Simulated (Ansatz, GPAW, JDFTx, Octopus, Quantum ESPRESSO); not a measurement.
**The net moment per atom of MnO, sorted by core time**

Symmetry: Fm-3m, No. 225, cubic system. Conventional cell: a = 4.448 Å, b = 4.448 Å, c = 4.448 Å, α = 90.00°, β = 90.00°, γ = 90.00°. Around Mn (site symmetry m-3m) lie 6 O at 2.22 Å. O (site symmetry m-3m) has 6 Mn at 2.22 Å as nearest neighbours.

The cell is a database's computed one, not the measured one.

```csv
rung,level,program and potentials,cutoff (eV),k mesh,smearing,task,core time,chip,net moment per atom (μB),notes
GGA,PBE,"Ansatz, SPMS NC",1034,10 × 10 × 10,fermi-dirac 0.05,band structure,13 s,Arm Neoverse V2,2.41,-
GGA,PBE,"Quantum ESPRESSO, SSSP 1.3 efficiency PBE",884,10 × 10 × 10,fermi-dirac 0.05,single point,44 s,Arm Neoverse V2,2.40,-
GGA,BP86,"GPAW, PAW data sets generated for this functional",800,7 × 7 × 7,fermi-dirac 0.05,band structure,65 s,AMD EPYC 7R43 Zen 3,2.33,-
non-local van der Waals functional,vdW-DF-cx,"GPAW, GPAW PAW data sets (gpaw-data 1.2.1)",800,7 × 7 × 7,fermi-dirac 0.05,band structure,65 s,Arm Neoverse V1,2.33,potentials made for PBE
GGA,PBE,"GPAW, GPAW PAW data sets (gpaw-data 1.2.1)",800,7 × 7 × 7,fermi-dirac 0.05,band structure,77 s,Arm Neoverse V1,(a),-
LDA,LDA,"GPAW, the program's PAW data sets (release 1.2.1) made for this functional",800,7 × 7 × 7,fermi-dirac 0.05,band structure,89 s,Arm Neoverse V1,2.28,-
LDA,LDA,"JDFTx, PseudoDojo-SR-LDA-0.4.1-standard with smoothed tails",1306,10 × 10 × 10,fermi-dirac 0.05,single point,3.3 min,Arm Neoverse V2,(b),-
GGA,PBE,"JDFTx, PseudoDojo-SR-PBE-0.5-standard with smoothed tails",1306,10 × 10 × 10,fermi-dirac 0.05,single point,4.3 min,Intel Xeon Platinum 8259CL Skylake/Cascade Lake,2.42,-
GGA,PBE,"JDFTx, PseudoDojo-SR-PBE-0.5-standard",1306,10 × 10 × 10,fermi-dirac 0.05,single point,4.4 min,Arm Neoverse V1,2.42,-
meta-GGA,r2SCAN,"GPAW, GPAW PAW data sets (gpaw-data 1.2.1)",800,7 × 7 × 7,fermi-dirac 0.05,band structure,4.6 min,Arm Neoverse V1,2.50,potentials made for PBE
GGA,PBEsol,"Quantum ESPRESSO, GBRV 1.5 PBEsol",612,"8 × 8 × 8, shifted",fermi-dirac 0.05,phonons,6 min,Intel Xeon Platinum 8488C Sapphire Rapids,2.30,-
GGA,PBE,"Octopus, pseudodojo_pbe (PseudoDojo 0.5, PBE)",-,10 × 10 × 10,fermi-dirac 0.05,single point,13 min,Arm Neoverse V1,2.42,-
```

Times are single runs on shared hosts and different chips, so they are rough; meshes, cutoffs and the tasks' sizes weigh on the time. All rows: collinear spin, ferromagnetic start. Smearing widths are in eV. For a metal such meshes aren't converged. Meshes differ between rows, which moves values too. Meshes are those of the run's cell of 2 atoms unless a note names another. A magnetic state is the one that its parallel start led to; the crystal's real order can differ. Runs on faulty files, with rough fits or with known faults for this quantity aren't shown. No row holds spin-orbit coupling.

Q: Estimate the values left out from the other rows.

A: (a) 2.35 μB; (b) 2.32 μB.
